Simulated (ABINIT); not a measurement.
# BAs (F-43m) in ABINIT: settings compared

One crystal, BAs, is run at these levels: rSCAN, RPBE, PBE; tasks: band structure.

Everything below comes from runs of ABINIT 10.8.3 (patched build). Logs are shortened: lines on timing, memory, paths and dates and some standing lists are left out, and cuts for length are marked. The log counts tension as positive stress, the text compression.

### 1 Starting point

Symmetry: F-43m, No. 216, cubic system. The conventional cell has a = 4.777 Å, b = 4.777 Å, c = 4.777 Å, α = 90.00°, β = 90.00°, γ = 90.00°. As (site symmetry -43m) has 4 B at 2.07 Å as nearest neighbours. B (site symmetry -43m) has 4 As at 2.07 Å as nearest neighbours.

### 2 Band structure, rSCAN

File run.abi:

```
ndtset 2

pp_dirpath "./"
pseudos "As.GGA_PBE-JTH_sp.xml, B.GGA_PBE-JTH.xml"

acell 3*1.0
rprim
     0.0000000000     4.5136108487     4.5136108487
     4.5136108487     0.0000000000     4.5136108487
     4.5136108487     4.5136108487     0.0000000000
ntypat 2
znucl 33 5
natom 2
typat 1 2
xcart
     3.5827500000     3.5827500000     3.5827500000
     0.0000000000     0.0000000000     0.0000000000 Angstrom

ecut 18.0
pawecutdg 36.0

ixc -493494
usekden 1
pawxcdev 0

occopt 3
tsmear 0.05 eV

nstep 100

iomode 3
prtwf 0
prteig 0
prtebands 0
prtden1 1
prtkden1 1

kptopt1 1
ngkpt1 10 10 10
nshiftk1 1
shiftk1 0.0 0.0 0.0
nband1 8
tolvrs1 1.0e-7

iscf2 -2
getden2 1
getkden2 1
nband2 12
nbdbuf2 2
tolwfr2 1.0e-12
kptopt2 -9
ndivsm2 6
prteig2 1
prtvol2 -3
kptbounds2
     0.0000000000     0.0000000000     0.0000000000
     0.5000000000     0.0000000000     0.5000000000
     0.5000000000     0.2500000000     0.7500000000
     0.3750000000     0.3750000000     0.7500000000
     0.0000000000     0.0000000000     0.0000000000
     0.5000000000     0.5000000000     0.5000000000
     0.6250000000     0.2500000000     0.6250000000
     0.5000000000     0.2500000000     0.7500000000
     0.5000000000     0.5000000000     0.5000000000
     0.3750000000     0.3750000000     0.7500000000
```

Potentials or basis: JTH PAW PBE v2.0 sp.

Started as:

```sh
$ abinit run.abi > log 2>&1
```

run.abo:

```text
.Version 10.8.3 of ABINIT
 DATASET    1 : space group F-4 3 m (#216); Bravais cF (face-center cubic)
================================================================================
 Values of the parameters that define the memory need for DATASET  1.
     intxc =       0    ionmov =       0      iscf =      17    lmnmax =       8
     lnmax =       4     mgfft =      27  mpssoang =       2    mqgrid =    3001
     natom =       2  nloc_mem =       2    nspden =       1   nspinor =       1
    nsppol =       1      nsym =      24    n1xccc =       1    ntypat =       2
    occopt =       3   xclevel =       2
       mpw =         684          nfft =       19683          nkpt =          47
 PAW method is used; the additional fine FFT grid is defined by:
   mgfftf=        36    nfftf =     46656
================================================================================
================================================================================

 DATASET    2 : space group F-4 3 m (#216); Bravais cF (face-center cubic)
================================================================================
 Values of the parameters that define the memory need for DATASET  2.
     intxc =       0    ionmov =       0      iscf =      -2    lmnmax =       8
     lnmax =       4     mgfft =      27  mpssoang =       2    mqgrid =    3001
     natom =       2  nloc_mem =       2    nspden =       1   nspinor =       1
    nsppol =       1      nsym =      24    n1xccc =       1    ntypat =       2
    occopt =       3   xclevel =       2
       mpw =         684          nfft =       19683          nkpt =         103
 PAW method is used; the additional fine FFT grid is defined by:
   mgfftf=        36    nfftf =     46656
================================================================================
================================================================================

--------------------------------------------------------------------------------
------------- Echo of variables that govern the present computation ------------
--------------------------------------------------------------------------------
 -outvars: echo values of preprocessed input variables --------
            acell      1.0000000000E+00  1.0000000000E+00  1.0000000000E+00 Bohr
              amu      7.49215900E+01  1.08110000E+01
             ecut      1.80000000E+01 Hartree
           getden1          0
           getden2          1
          getkden1          0
          getkden2          1
             iscf1         17
             iscf2         -2
              ixc     -493494
           jdtset        1    2
           kptopt1          1
           kptopt2         -9
         kptrlatt       10    0    0      0   10    0      0    0   10
          kptrlen1     6.38320968E+01
          kptrlen2     3.00000000E+01
            natom           2
            nband1          8
            nband2         12
           nbdbuf1          0
           nbdbuf2          2
           ndtset           2
           ndivsm1          0
           ndivsm2          6
            ngfft          27      27      27
          ngfftdg          36      36      36
             nkpt1         47
             nkpt2        103
            nstep         100
             nsym          24
           ntypat           2
           occopt           3
        pawecutdg      3.60000000E+01 Hartree
         pawxcdev           0
        prtebands           0
           prteig1          0
           prteig2          1
          prtkden           1
           prtvol1          0
           prtvol2         -3
            prtwf           0
            rprim      0.0000000000E+00  4.5136108487E+00  4.5136108487E+00
                       4.5136108487E+00  0.0000000000E+00  4.5136108487E+00
                       4.5136108487E+00  4.5136108487E+00  0.0000000000E+00
           shiftk1     0.00000000E+00  0.00000000E+00  0.00000000E+00
           shiftk2     5.00000000E-01  5.00000000E-01  5.00000000E-01
          spgroup         216
[... 257 lines left out ...]
  3.58E-13  7.52E-13  5.66E-14  1.17E-13  2.54E-13  3.96E-13  5.39E-13  1.11E-13
  3.35E-13  3.80E-13  1.80E-12  2.29E-13
 -5.0200E-01  9.0925E-02  9.0925E-02  9.0925E-02  2.1861E-01  2.1861E-01
  2.1861E-01  2.8108E-01  4.7948E-01  6.0464E-01  6.0464E-01  6.6726E-01
 Non-SCF case, kpt    2 (  0.02941  0.00000  0.02941), residuals and eigenvalues=
  5.88E-13  7.07E-13  1.09E-13  6.37E-13  2.79E-13  7.35E-14  4.11E-13  1.61E-13
  1.44E-13  8.46E-13  1.73E-10  3.39E-08
 -5.0127E-01  8.7020E-02  8.7230E-02  8.7230E-02  2.1666E-01  2.2318E-01
  2.2318E-01  2.8473E-01  4.8239E-01  5.8750E-01  6.0551E-01  6.6886E-01
 Non-SCF case, kpt    3 (  0.05882  0.00000  0.05882), residuals and eigenvalues=
[... 490 lines left out ...]
  8.32E-13  5.87E-13  1.63E-13  1.85E-13  3.88E-13  1.57E-13  8.18E-13  4.18E-13
  1.04E-13  9.34E-13  1.16E-09  8.23E-09
 -3.5218E-01 -2.2286E-01 -1.3074E-01 -3.2547E-02  1.8799E-01  3.5985E-01
  4.1828E-01  4.3348E-01  5.1337E-01  6.0849E-01  7.4685E-01  8.1270E-01
 Non-SCF case, kpt  102 (  0.38750  0.38750  0.72500), residuals and eigenvalues=
  2.65E-13  4.14E-13  2.24E-13  7.91E-13  7.18E-13  3.80E-13  1.72E-13  6.40E-13
  6.22E-13  4.62E-13  7.47E-09  7.89E-07
 -3.4540E-01 -2.2414E-01 -1.3772E-01 -3.8811E-02  1.8124E-01  3.3745E-01
  4.3933E-01  4.5921E-01  5.0844E-01  6.1303E-01  7.5300E-01  8.4336E-01
 Non-SCF case, kpt  103 (  0.37500  0.37500  0.75000), residuals and eigenvalues=
  1.11E-13  3.99E-13  4.96E-13  7.52E-13  1.29E-13  2.57E-13  4.74E-13  3.85E-13
  3.49E-13  1.85E-13  3.37E-09  2.11E-06
 -3.4118E-01 -2.2720E-01 -1.3670E-01 -4.3863E-02  1.7595E-01  3.1376E-01
  4.5534E-01  4.7665E-01  5.1380E-01  6.2535E-01  7.5295E-01  8.6257E-01

Result for kinetic energy density :

--------------------------------------------------------------------------------
 Total kinetic energy density [Ha/Bohr^3]
)     Maximum=    2.2675E-01  at reduced coord.    0.0000    0.0000    0.0000
)     Minimum=    3.3390E-03  at reduced coord.    0.2500    0.2500    0.2500
   Integrated=    3.9962E+00
--------------------------------------------------------------------------------

--- !ResultsGS
iteration_state: {dtset: 2, }
comment   : Summary of ground state results
lattice_vectors:
- [  0.0000000,   4.5136108,   4.5136108, ]
- [  4.5136108,   0.0000000,   4.5136108, ]
- [  4.5136108,   4.5136108,   0.0000000, ]
lattice_lengths: [   6.38321,    6.38321,    6.38321, ]
lattice_angles: [ 60.000,  60.000,  60.000, ] # degrees, (23, 13, 12)
lattice_volume:   1.8390873E+02
convergence: {deltae:  0.000E+00, res2:  0.000E+00, residm:  9.941E-13, diffor:  0.000E+00, }
etotal    :  -2.11581146E+00
entropy   :   0.00000000E+00
fermie    :   1.15848260E-01
cartesian_stress_tensor: null
pressure_GPa: null
xred      :
- [  7.5000E-01,   7.5000E-01,   7.5000E-01, As]
- [  5.0360E-10,   5.0360E-10,   5.0360E-10,  B]
cartesian_forces: null
force_length_stats: {min: null, max: null, mean: null, }
...

 Integrated electronic density in atomic spheres:
 ------------------------------------------------
 Atom  Sphere_radius  Integrated_density
    1        2.10392          2.85971667
    2        1.70617          1.73887633

================================================================================

 ----iterations are completed or convergence reached----

 Mean square residual over all n,k,spin=   37.137E-14; max=  99.405E-14
 reduced coordinates (array xred) for    2 atoms
       0.750000000504      0.750000000504      0.750000000504
       0.000000000504      0.000000000504      0.000000000504

 cartesian coordinates (angstrom) at end:
    1      3.58275000000000     3.58275000000000     3.58275000000000
    2      0.00000000240570     0.00000000240570     0.00000000240570
 length scales=  1.000000000000  1.000000000000  1.000000000000 bohr
              =  0.529177210544  0.529177210544  0.529177210544 angstroms
 Eigenvalues (hartree) for nkpt= 103  k points:
 kpt#   1, nband= 12, wtk=  1.00000, kpt=  0.0000  0.0000  0.0000 (reduced coord)
  -0.50200    0.09092    0.09092    0.09092    0.21861    0.21861    0.21861    0.28108
   0.47948    0.60464    0.60464    0.66726
 kpt#   2, nband= 12, wtk=  1.00000, kpt=  0.0294  0.0000  0.0294 (reduced coord)
  -0.50127    0.08702    0.08723    0.08723    0.21666    0.22318    0.22318    0.28473
   0.48239    0.58750    0.60551    0.66886
 kpt#   3, nband= 12, wtk=  1.00000, kpt=  0.0588  0.0000  0.0588 (reduced coord)
  -0.49908    0.07608    0.07749    0.07749    0.21154    0.23554    0.23554    0.29409
   0.49090    0.55642    0.60814    0.67366
 kpt#   4, nband= 12, wtk=  1.00000, kpt=  0.0882  0.0000  0.0882 (reduced coord)
  -0.49543    0.05983    0.06425    0.06425    0.20449    0.25311    0.25311    0.30574
   0.50447    0.52531    0.61251    0.68167
 kpt#   5, nband= 12, wtk=  1.00000, kpt=  0.1176  0.0000  0.1176 (reduced coord)
  -0.49034    0.03998    0.04947    0.04947    0.19638    0.27388    0.27388    0.31583
   0.49906    0.52243    0.61864    0.69291
 kpt#   6, nband= 12, wtk=  1.00000, kpt=  0.1471  0.0000  0.1471 (reduced coord)
  -0.48382    0.01779    0.03434    0.03434    0.18781    0.29659    0.29659    0.32012
[... 278 lines left out ...]
  -0.36753   -0.22887   -0.09574   -0.01716    0.20505    0.35339    0.36957    0.42779
   0.53053    0.61599    0.70514    0.76856
 kpt# 100, nband= 12, wtk=  1.00000, kpt=  0.4125  0.4125  0.6750 (reduced coord)
  -0.35989   -0.22478   -0.11599   -0.02525    0.19605    0.37053    0.39432    0.41736
   0.52115    0.61006    0.73077    0.78577
 kpt# 101, nband= 12, wtk=  1.00000, kpt=  0.4000  0.4000  0.7000 (reduced coord)
  -0.35218   -0.22286   -0.13074   -0.03255    0.18799    0.35985    0.41828    0.43348
   0.51337    0.60849    0.74685    0.81270
 kpt# 102, nband= 12, wtk=  1.00000, kpt=  0.3875  0.3875  0.7250 (reduced coord)
  -0.34540   -0.22414   -0.13772   -0.03881    0.18124    0.33745    0.43933    0.45921
   0.50844    0.61303    0.75300    0.84336
 kpt# 103, nband= 12, wtk=  1.00000, kpt=  0.3750  0.3750  0.7500 (reduced coord)
  -0.34118   -0.22720   -0.13670   -0.04386    0.17595    0.31376    0.45534    0.47665
   0.51380    0.62535    0.75295    0.86257

== END DATASET(S) ==============================================================
================================================================================

 -outvars: echo values of variables after computation  --------
            acell      1.0000000000E+00  1.0000000000E+00  1.0000000000E+00 Bohr
           etotal1    -2.1158114643E+00
            fcart1     4.7724898108E-28  4.7724898108E-28 -1.4317469432E-27
                      -4.7724898108E-28 -4.7724898108E-28  1.4317469432E-27
            rprim      0.0000000000E+00  4.5136108487E+00  4.5136108487E+00
                       4.5136108487E+00  0.0000000000E+00  4.5136108487E+00
                       4.5136108487E+00  4.5136108487E+00  0.0000000000E+00
           strten1    -2.4470318623E-05 -2.4470318623E-05 -2.4470318623E-05
                       0.0000000000E+00  0.0000000000E+00  0.0000000000E+00
           xangst      3.5827500000E+00  3.5827500000E+00  3.5827500000E+00
                       2.4056958488E-09  2.4056958488E-09  2.4056958488E-09
             xred      7.5000000050E-01  7.5000000050E-01  7.5000000050E-01
                       5.0359971748E-10  5.0359971748E-10  5.0359971748E-10
 Calculation completed.
```

Run time: 60 s. Hardware: 1 thread of Arm Neoverse V2, shared host; peak memory 0.11 GiB.

Results:

```yaml
Free_energy: -57.5742 eV
Pressure: 0.7 GPa
Band_gap_on_the_k_mesh: 1.39 eV, indirect (least direct gap 3.47 eV)
Band_gap_along_the_path: 1.40 eV, indirect (least direct gap 3.47 eV)
Valence_electrons_inside_the_program's_atomic_spheres: As 2.86; B 1.74
```

Levels at the corners of the path, in eV from the valence-band top:
```
point  band 2  band 3  band 4  band 5  band 6  band 7
    Γ    0.00    0.00    0.00    3.47    3.47    3.47
    X   -9.04   -4.29   -4.29    1.64    1.71   12.25
    W   -8.60   -5.71   -5.43    5.80    6.53    7.27
    K   -8.66   -6.19   -3.67    2.31    6.06    9.92
    Γ    0.00    0.00    0.00    3.47    3.47    3.47
    L   -9.22   -1.92   -1.92    3.00    5.11    5.11
    U   -8.66   -6.19   -3.67    2.31    6.06    9.92
    W   -8.60   -5.71   -5.43    5.80    6.53    7.27
    L   -9.22   -1.92   -1.92    3.00    5.11    5.11
    K   -8.66   -6.19   -3.67    2.31    6.06    9.92
```

Caveat: totals of a meta-GGA on PAW files have another zero than those of a GGA; the PAW data sets were made with another functional, which shifts forces and pressure a little; this set keeps more shells in the core, which shifts pressures and gaps.

### 3 Band structure, RPBE

Changes to run.abi since step 2:

```diff
@@ -5,7 +5,7 @@
 
-acell 3*1.0
+acell 3.3778490937 3.3778490937 3.3778490937 Angstrom
 rprim
-     0.0000000000     4.5136108487     4.5136108487
-     4.5136108487     0.0000000000     4.5136108487
-     4.5136108487     4.5136108487     0.0000000000
+     0.0000000000     0.7071067812     0.7071067812
+     0.7071067812     0.0000000000     0.7071067812
+     0.7071067812     0.7071067812     0.0000000000
 ntypat 2
@@ -18,8 +18,6 @@
 
-ecut 18.0
-pawecutdg 36.0
+ecut 15.0
+pawecutdg 30.0
 
-ixc -493494
-usekden 1
-pawxcdev 0
+ixc 15
 
@@ -34,4 +32,4 @@
 prtebands 0
+enunit 1
 prtden1 1
-prtkden1 1
 
@@ -42,3 +40,3 @@
 nband1 8
-tolvrs1 1.0e-7
+tolvrs1 1.0e-9
 
@@ -46,3 +44,2 @@
 getden2 1
-getkden2 1
 nband2 12
```

Potentials or basis: JTH PAW PBE v2.0 sp.

Started as:

```sh
$ abinit run.abi > log 2>&1
```

Run time: 13 s. Hardware: 1 thread of Arm Neoverse V2, shared host; peak memory 0.11 GiB.

Results (log left out):

- Free energy: -251.4820 eV
- Pressure: 5.9 GPa
- Band gap on the k mesh: 1.22 eV, indirect (least direct gap 3.31 eV)
- Band gap along the path: 1.22 eV, indirect (least direct gap 3.31 eV)
- Valence electrons inside the program's atomic spheres: As 2.83; B 1.78

Levels at the corners of the path, in eV from the valence-band top:
```tsv
point	band 1	band 2	band 3	band 4	band 5	band 6	band 7	band 8
Γ	-15.41	0.00	0.00	0.00	3.31	3.31	3.31	4.79
X	-11.21	-8.57	-4.07	-4.07	1.46	1.51	11.56	11.56
W	-11.05	-8.12	-5.47	-5.20	5.40	6.08	6.93	7.14
K	-11.26	-8.20	-5.94	-3.48	2.10	5.68	9.38	9.92
Γ	-15.41	0.00	0.00	0.00	3.31	3.31	3.31	4.79
L	-12.54	-8.80	-1.82	-1.82	2.75	4.84	4.84	9.16
U	-11.26	-8.20	-5.94	-3.48	2.10	5.68	9.38	9.92
W	-11.05	-8.12	-5.47	-5.20	5.40	6.08	6.93	7.14
L	-12.54	-8.80	-1.82	-1.82	2.75	4.84	4.84	9.16
K	-11.26	-8.20	-5.94	-3.48	2.10	5.68	9.38	9.92
```

Caveat: the PAW data sets were made with another functional, which shifts forces and pressure a little; this set keeps more shells in the core, which shifts pressures and gaps. A hybrid or GW would open this gap; RPBE tends to underestimate it.

(Part 1 of 2 ends here.)
